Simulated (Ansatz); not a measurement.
In:

```
CELL_PARAMETERS angstrom
-1.88253 1.88253 1.88253
1.88253 -1.88253 1.88253
1.88253 1.88253 -1.88253
ATOMIC_POSITIONS crystal
In 0.00000 0.00000 0.00000
```

This isn't the form of In at room conditions, which is tetragonal.

Base run:

| Item | Value |
| --- | --- |
| Program | Ansatz 0.2.0 |
| Functional | BLYP |
| Potentials or basis | Ansatz PAW |
| Cutoff | 420 eV |
| Density cutoff | 1680 eV |
| k mesh | 10 × 10 × 10 |
| Occupations | fermi-dirac, width 0.05 eV |
| Spin | no spin polarisation |

Its results: band gap on the k mesh none (metal or under the smearing width); pressure 5.6 GPa.

Problem. The run is repeated on the same cell with these changes: functional from BLYP to r2SCAN; cutoff from 420 eV to 500 eV; density cutoff from 1680 eV to 2000 eV. What comes out?

Solution. Band gap on the k mesh none (metal or under the smearing width); pressure -0.2 GPa.

Caveats: the PAW data sets come from PBE, with cores solved anew for the run's functional, which leaves a small shift of forces and pressure; the potentials were made for another functional, which shifts forces and pressure (some runs).

Not every run made on this cell is shown here.
